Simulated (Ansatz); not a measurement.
**Mg3Sb2: do energies and stresses tell the same story?**

The calculation used DFT PBE, scalar-relativistic, plane waves, PAW (Ansatz 0.2.0).

Cutoff 420 eV; k points 12×12×6 on the computed 5-atom cell (Γ-centred); Gaussian smearing, width 0.01 eV; no spin polarisation.

Relaxed cell: P-3m1, a = 4.594 Å, b = 4.594 Å, c = 7.274 Å, α = 90.00°, β = 90.00°, γ = 120.00°, 5 atoms in the primitive cell. Whether it is the stable form of this composition wasn't checked.

Energies at zero smearing and pressures from the stress tensor, at volumes with shape and atoms relaxed:
```
V (Å³/atom) E − E(first) (meV/atom) P (GPa)
     24.994                     0.00     2.98
     25.792                   -10.77     1.39
     26.589                   -14.18     0.02
     27.387                   -11.33    -1.14
     28.185                    -3.14    -2.13
```

Question: Check P = −dE/dV between neighbouring volumes, and get the bulk modulus from the pressures alone.

Answer: With 1 eV/Å³ = 160.2 GPa:
| middle V (Å³/atom) | −ΔE/ΔV (GPa) | mean P (GPa) |
| --- | --- | --- |
| 25.393 | 2.162 | 2.185 |
| 26.190 | 0.686 | 0.704 |
| 26.988 | -0.572 | -0.559 |
| 27.786 | -1.645 | -1.632 |

The two differ by 0.02 GPa at most. The mean of two end pressures misses the average over a step by about ΔV² P″/12, up to 0.02 GPa here; with that taken off 0.00 GPa remains. Around V = 26.589 Å³/atom, the two neighbours give B = −V ΔP/ΔV = 26.589 × 2.53 / 1.595 = 42.1 GPa, against B0 = 41.7 GPa from the Birch–Murnaghan fit of the energies.